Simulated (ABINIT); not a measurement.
Input of an ABINIT 10.8.3 (patched build) run:

The input run.abi:

```
# Pseudopotentials
pp_dirpath "./"
pseudos "Sb.GGA_PBE-JTH.xml"

# Structure
acell 3.16 3.16 3.16 Angstrom
rprim
     1.0000000000     0.0000000000     0.0000000000
     0.0000000000     1.0000000000     0.0000000000
     0.0000000000     0.0000000000     1.0000000000
ntypat 1
znucl 51
natom 1
typat 1
xred
     0.0000000000     0.0000000000     0.0000000000

# Plane-wave basis
ecut 19.0
pawecutdg 38.0
pawxcdev 0

# k points
kptopt 1
ngkpt 8 8 8
nshiftk 1
shiftk 0.0 0.0 0.0

# Exchange and correlation
ixc -109134

# Bands and occupations
nband 12
occopt 3
tsmear 0.05 eV

# SCF cycle
nstep 100
tolvrs 1.0e-9

# Output
iomode 3
prtwf 0
prtden 0
prteig 0
prtebands 0
enunit 1
```

Potentials or basis: JTH PAW PBE v2.0.

Run with:

```sh
$ abinit run.abi > log 2>&1
```

(1) Predict the pressure.

(2) Estimate the band gap on the k mesh.

## Answers

(1) -2.5 GPa.

(2) none (metal or under the smearing width).

Caveat: the PAW data sets were made with another functional, which shifts forces and pressure a little.
